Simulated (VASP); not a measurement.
# BaTiO3 (Pm-3m) in VASP: notebook

One crystal, BaTiO3, is run at these levels: LDA, PBE; tasks: relaxation of cell and atoms.

All numbers are computed with VASP 6.6.1; they aren't measurements. Logs are shortened: lines on timing, memory, paths and dates and some standing lists are left out, and cuts for length are marked.

## 1. Starting point

Symmetry: Pm-3m, No. 221, cubic system. The conventional cell has a = 4.006 Å, b = 4.006 Å, c = 4.006 Å, α = 90.00°, β = 90.00°, γ = 90.00°. Around Ba (site symmetry m-3m) lie 12 O at 2.83 Å. Ti (site symmetry m-3m) is surrounded by 6 O at 2.00 Å. O (site symmetry 4/mmm) has 2 Ti at 2.00 Å as nearest neighbours.

## 2. Relaxation of cell and atoms, LDA

INCAR

```
ALGO = Normal
EDIFF = 1E-6
EDIFFG = -0.01
ENCUT = 600
GGA = CA
IBRION = 2
ISIF = 3
ISMEAR = 0
LASPH = T
LCHARG = F
LREAL = F
LWAVE = F
NELM = 80
NSW = 90
PREC = Accurate
SIGMA = 0.03
```

KPOINTS

```
k-points
0
Gamma
  8 8 8
```

POSCAR

```
BaTiO3
1.0
    4.0060000000      0.0000000000      0.0000000000
    0.0000000000      4.0060000000      0.0000000000
    0.0000000000      0.0000000000      4.0060000000
Ba Ti O
1 1 3
Direct
    0.5000000000      0.5000000000      0.5000000000
    0.0000000000      0.0000000000      0.0000000000
    0.5000000000      0.0000000000      0.0000000000
    0.0000000000      0.5000000000      0.0000000000
    0.0000000000      0.0000000000      0.5000000000
```

Potentials or basis: VASP PAW LDA potentials, release 64 (Ba_sv, Ti_sv, O).

Launch:

```console
$ cat potpaw_LDA.64/Ba_sv/POTCAR potpaw_LDA.64/Ti_sv/POTCAR potpaw_LDA.64/O/POTCAR > POTCAR
$ mpirun -np 1 vasp_std > vasp.out
```

OUTCAR:

```text
EDIFF = 1E-6
   EDIFFG = -0.01
   ENCUT = 600
   GGA = CA
   IBRION = 2
   ISIF = 3
   ISMEAR = 0
   LASPH = T
   LREAL = F
   NELM = 80
   NSW = 90
   PREC = Accurate

 ion  position               nearest neighbor table
   1  0.500  0.500  0.500-   3 2.83   4 2.83   5 2.83   3 2.83   4 2.83   3 2.83   5 2.83   3 2.83
                             4 2.83   5 2.83   4 2.83   5 2.83   2 3.47   2 3.47   2 3.47   2 3.47
   2  0.000  0.000  0.000-   3 2.00   4 2.00   5 2.00   5 2.00   4 2.00   3 2.00   1 3.47   1 3.47
                             1 3.47   1 3.47   1 3.47   1 3.47   1 3.47   1 3.47
   3  0.500  0.000  0.000-   2 2.00   2 2.00   1 2.83   1 2.83   1 2.83   1 2.83
   4  0.000  0.500  0.000-   2 2.00   2 2.00   1 2.83   1 2.83   1 2.83   1 2.83
   5  0.000  0.000  0.500-   2 2.00   2 2.00   1 2.83   1 2.83   1 2.83   1 2.83

  LATTYP: Found a simple cubic cell.
 ALAT       =     4.0060000000

  Lattice vectors:

 A1 = (   4.0060000000,   0.0000000000,   0.0000000000)
 A2 = (   0.0000000000,   4.0060000000,   0.0000000000)
 A3 = (   0.0000000000,   0.0000000000,   4.0060000000)

Analysis of symmetry for initial positions (statically):
=====================================================================
 Subroutine PRICEL returns:
 Original cell was already a primitive cell.

 Routine SETGRP: Setting up the symmetry group for a
 simple cubic supercell.

 Subroutine GETGRP returns: Found 48 space group operations
 (whereof 48 operations were pure point group operations)
 out of a pool of 48 trial point group operations.

The static configuration has the point symmetry O_h .

Analysis of symmetry for dynamics (positions and initial velocities):
=====================================================================
 Subroutine PRICEL returns:
 Original cell was already a primitive cell.

 Routine SETGRP: Setting up the symmetry group for a
 simple cubic supercell.

 Subroutine GETGRP returns: Found 48 space group operations
 (whereof 48 operations were pure point group operations)
 out of a pool of 48 trial point group operations.

The dynamic configuration has the point symmetry O_h .

 Subroutine INISYM returns: Found 48 space group operations
 (whereof 48 operations are pure point group operations),
 and found     1 'primitive' translations

----------------------------------------------------------------------------------------

                                     Primitive cell

  volume of cell :      64.2884

  direct lattice vectors                    reciprocal lattice vectors
     4.006000000  0.000000000  0.000000000     0.249625562  0.000000000  0.000000000
     0.000000000  4.006000000  0.000000000     0.000000000  0.249625562  0.000000000
     0.000000000  0.000000000  4.006000000     0.000000000  0.000000000  0.249625562

  length of vectors
     4.006000000  4.006000000  4.006000000     0.249625562  0.249625562  0.249625562

  position of ions in fractional coordinates (direct lattice)
     0.500000000  0.500000000  0.500000000
     0.000000000  0.000000000  0.000000000
     0.500000000  0.000000000  0.000000000
     0.000000000  0.500000000  0.000000000
     0.000000000  0.000000000  0.500000000

  ion indices of the primitive-cell ions
   primitive index   ion index
                 1           1
                 2           2
                 3           3
                 4           4
                 5           5

----------------------------------------------------------------------------------------

 KPOINTS: k-points

Automatic generation of k-mesh.
 Grid dimensions read from file:
 generate k-points for:    8    8    8

 Generating k-lattice:

  Cartesian coordinates                     Fractional coordinates (reciprocal lattice)
     0.031203195  0.000000000  0.000000000     0.125000000  0.000000000  0.000000000
     0.000000000  0.031203195  0.000000000     0.000000000  0.125000000  0.000000000
     0.000000000  0.000000000  0.031203195     0.000000000  0.000000000  0.125000000

  Length of vectors
     0.031203195  0.031203195  0.031203195

  Shift w.r.t. Gamma in fractional coordinates (k-lattice)
     0.000000000  0.000000000  0.000000000

 Subroutine IBZKPT returns following result:
 ===========================================

 Found     35 irreducible k-points:

 Following reciprocal coordinates:
            Coordinates               Weight
  0.000000  0.000000  0.000000      1.000000
  0.125000  0.000000  0.000000      6.000000
  0.250000  0.000000  0.000000      6.000000
  0.375000  0.000000  0.000000      6.000000
  0.500000  0.000000  0.000000      3.000000
  0.125000  0.125000  0.000000     12.000000
[... 16 lines left out ...]
  0.375000  0.375000  0.125000     24.000000
  0.500000  0.375000  0.125000     24.000000
 [... further k-points ...]
   k-points           NKPTS =     35   k-points in BZ     NKDIM =     35   number of bands    NBANDS=     24
   number of dos      NEDOS =    301   number of ions     NIONS =      5
   total plane-waves  NPLWV =  32768
   dimension x,y,z NGX =    32 NGY =   32 NGZ =   32
   dimension x,y,z NGXF=    64 NGYF=   64 NGZF=   64
   ions per type =               1   1   3
   NGX,Y,Z   is equivalent  to a cutoff of  13.28, 13.28, 13.28 a.u.
   NGXF,Y,Z  is equivalent  to a cutoff of  26.56, 26.56, 26.56 a.u.
 SYSTEM =  unknown system
   PREC   = accura    normal or accurate (medium, high low for compatibility)
   ISTART =      0    job   : 0-new  1-cont  2-samecut
   ICHARG =      2    charge: 1-file 2-atom 10-const
   ISPIN  =      1    spin polarized calculation?
   LNONCOLLINEAR =      F non collinear calculations
   LSORBIT =      F    spin-orbit coupling
   LASPH  =      T    aspherical Exc in radial PAW
   ENCUT  =  600.0 eV  44.10 Ry    6.64 a.u.   8.00  8.00  8.00*2*pi/ulx,y,z
   NELM   =     80;   NELMIN=  2; NELMDL= -5     # of ELM steps
   EDIFF  = 0.1E-05   stopping-criterion for ELM
   LREAL  =      F    real-space projection
   EDIFFG = -.1E-01   stopping-criterion for IOM
   NSW    =     90    number of steps for IOM
   IBRION =      2    ionic relax: 0-MD 1-quasi-New 2-CG
   NFREE  =      1    steps in history (QN), initial steepest desc. (CG)
   ISIF   =      3    stress and relaxation
   ISYM   =      2    0-nonsym 1-usesym 2-fastsym
   POTIM  = 0.5000    time-step for ionic-motion
   TEBEG  =    0.0;   TEEND  =   0.0 temperature during run
   PSTRESS=    0.0 pullay stress
   NELECT =      40.0000    total number of electrons
   NUPDOWN=      -1.0000    fix difference up-down
   EMIN   =  10.00;   EMAX   =-10.00  energy-range for DOS
   EFERMI =   0.00;   METHOD = LEGACY
   ISMEAR =     0;   SIGMA  =   0.03  broadening in eV -4-tet -1-fermi 0-gaus
   EFERMI_NEDOS =   21; number of points for ismear=-14 and -15
   IALGO  =     38    algorithm
   IMIX   =      4    mixing-type and parameters
     AMIX     =   0.40;   BMIX     =  1.00
     AMIX_MAG =   1.60;   BMIX_MAG =  1.00
  volume/ion in A,a.u.               =      12.86        86.77
  Fermi-wavevector in a.u.,A,eV,Ry     =   1.397603  2.641087 26.576187  1.953295
  Thomas-Fermi vector in A             =   2.520843
   LORBIT       =      0    0 simple, 1 ext, 2 COOP (PROOUT), +10 PAW based schemes
   GGA     = CA    functional components
   LHFCALC =     F    Hartree Fock is set to
   AEXX    =    0.0000 exact exchange contribution
   IVDW    =     0    specifies the selected vdW correction
   LEPSILON=     F    determine dielectric tensor
   LRPA    =     F    only Hartree local field effects (RPA)
 conjugate gradient relaxation of ions
 non-spin polarized calculation
 Gauss-broadening in eV      SIGMA  =   0.03
  energy-cutoff  :      600.00
  volume of cell :       64.29
 maximum number of plane-waves:      2176
   NGX = 17   NGY = 17   NGZ = 17

--------------------------------------- Ionic step        1  -------------------------------------------

 number of electron      39.9999998 magnetization

 Free energy of the ion-electron system (eV)
  ---------------------------------------------------
  ext. energy  EPLUGINS =         0.00000000
  ---------------------------------------------------
  free energy    TOTEN  =       -44.10440455 eV

  energy without entropy =      -44.10440455  energy(sigma->0) =      -44.10440455

------------------------ aborting loop because EDIFF is reached ----------------------------------------

  FORCE on cell =-STRESS in cart. coord.  units (eV):
  Direction    XX          YY          ZZ          XY          YZ          ZX
  --------------------------------------------------------------------------------------
  -------------------------------------------------------------------------------------
  Total       -2.9925448     -2.9925448     -2.9925448      0.0000000     -0.0000000      0.0000000
  in kB      -74.5793171    -74.5793171    -74.5793171      0.0000000     -0.0000000      0.0000000
  external PRESSURE =     -74.5793171 kB  Pullay stress =       0.0000000 kB
[... 63 lines left out ...]
  energy  without entropy=      -44.0891557569  energy(sigma->0) =      -44.08915576

--------------------------------------- Ionic step        3  -------------------------------------------

 number of electron      39.9999975 magnetization

 Free energy of the ion-electron system (eV)
  ---------------------------------------------------
  ext. energy  EPLUGINS =         0.00000000
  ---------------------------------------------------
  free energy    TOTEN  =       -44.16912785 eV

  energy without entropy =      -44.16912785  energy(sigma->0) =      -44.16912785

 E-fermi :   3.9833     XC(G=0): -11.9402

 val. band max:        3.8363147032   @ k =   0.5000   0.5000   0.5000
 cond. band min:       5.5670994095   @ k =   0.0000   0.0000   0.0000
 fundamental gap:      1.7307847063
 Fermi energy:         3.9833331172

 k-point     1 :       0.0000    0.0000    0.0000
  band No.  band energies     occupation
      1     -51.8831      2.00000
      2     -28.5219      2.00000
      3     -28.5219      2.00000
      4     -28.5219      2.00000
      5     -20.7393      2.00000
      6     -12.8311      2.00000
[... 637 lines left out ...]
     23       7.8525      0.00000
     24       9.4257      0.00000

 [... further k-points ...]

------------------------ aborting loop because EDIFF is reached ----------------------------------------

  FORCE on cell =-STRESS in cart. coord.  units (eV):
  Direction    XX          YY          ZZ          XY          YZ          ZX
  --------------------------------------------------------------------------------------
  -------------------------------------------------------------------------------------
  Total       -0.0257524     -0.0257524     -0.0257524     -0.0000000      0.0000000     -0.0000000
  in kB       -0.6693705     -0.6693705     -0.6693705     -0.0000000      0.0000000     -0.0000000
  external PRESSURE =      -0.6693705 kB  Pullay stress =       0.0000000 kB
[... 20 lines left out ...]
  FREE ENERGIE OF THE ION-ELECTRON SYSTEM (eV)
  ---------------------------------------------------
  free  energy   TOTEN  =       -44.1691278531 eV

  energy  without entropy=      -44.1691278531  energy(sigma->0) =      -44.16912785

 reached required accuracy - stopping structural energy minimisation
```

Run time: 82 s. Hardware: 1 thread of Intel Xeon Platinum 8488C (Sapphire Rapids), shared host; peak memory 0.21 GiB.

What came out:

- Free energy: -44.1691 eV
- Relaxed volume: 12.33 Å³/atom
- Relaxed cell: a = 3.950 Å, b = 3.950 Å, c = 3.950 Å, α = 90.00°, β = 90.00°, γ = 90.00°
- Space group after relaxing (to 0.05 Å): Pm-3m (No. 221)
- Energy gained by relaxing: 12.9 meV/atom
- Ionic steps: 3
- Pressure after relaxing: -0.1 GPa
- Band gap on the k mesh: 1.73 eV, indirect (least direct gap 1.83 eV)

The path:
```csv
step,energy change (eV),largest force (eV/Å),pressure (GPa),volume (Å³)
1,0.0000,0.0000,-7.46,64.29
2,0.0152,0.0000,9.75,58.88
3,-0.0647,0.0000,-0.07,61.64
```

Final structure:
```yaml
crystal:
  lattice:
    - [3.95021, 0.00000, 0.00000]
    - [0.00000, 3.95021, 0.00000]
    - [0.00000, 0.00000, 3.95021]
  atoms:
    - { symbol: Ba, position: [0.50000, 0.50000, 0.50000] }
    - { symbol: Ti, position: [0.00000, 0.00000, 0.00000] }
    - { symbol: O, position: [0.50000, 0.00000, 0.00000] }
    - { symbol: O, position: [0.00000, 0.50000, 0.00000] }
    - { symbol: O, position: [0.00000, 0.00000, 0.50000] }
```

Caveat: spin-orbit coupling is left out, which moves the levels of the heavy elements. A k mesh can miss the band edges.

(Part 1 of 2 ends here.)
